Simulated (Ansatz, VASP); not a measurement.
Two plane-wave programs on Te2Mo

```
Te Mo
1.0
     6.34645    0.00000    0.00000
     0.00000    3.49422    0.00000
    -0.54903    0.00000   14.85616
Te Mo
8 4
Cartesian
  0.1800 1.7471 5.9631
  5.6131 0.0000 8.8977
  3.4010 0.0000 5.3789
  2.3947 1.7471 9.4823
  0.5021 0.0000 2.0490
  5.2987 1.7471 12.8023
  3.6338 1.7471 1.4641
  2.1666 0.0000 13.3877
  1.7506 0.0000 7.5295
  4.0433 1.7471 7.3318
  1.1482 1.7471 0.0970
  4.6525 0.0000 14.7535
```

The cell is a database's computed one.

Alike in both runs: task band structure; functional PBE; k mesh 3 × 6 × 2; occupations fermi-dirac, width 0.05 eV; no spin polarisation.

|  | VASP | Ansatz |
| --- | --- | --- |
| version | VASP 6.6.1 | Ansatz 0.2.0 |
| potentials or method | VASP PAW PBE potentials, release 64 (Te, Mo_sv) | Ansatz PAW |
| plane-wave cutoff (eV) | 600 | 420 |
| valence electrons in the cell | 104 | 184 |

```tsv
	VASP	Ansatz	Ansatz less VASP
gap on the k mesh at the Fermi level (eV)	none	none	-
pressure (GPa)	0.6	0.7	+0.04
largest component of the traceless stress (GPa)	0.63	0.61	-0.020
rms of the force components (eV/Å)	0.082	0.079	-0.0029
```

Atom by atom the forces differ by 0.005 eV/Å (rms over components). A gap of «none» marks a metal or a gap that the smearing closes. The two sets of potentials don't hold the same shells in valence.

Caveats: spin-orbit coupling is left out, which moves the levels of the heavy elements; this functional lacks dispersion, which binds the layers, so the pressure and a relaxed spacing across them are unreliable.
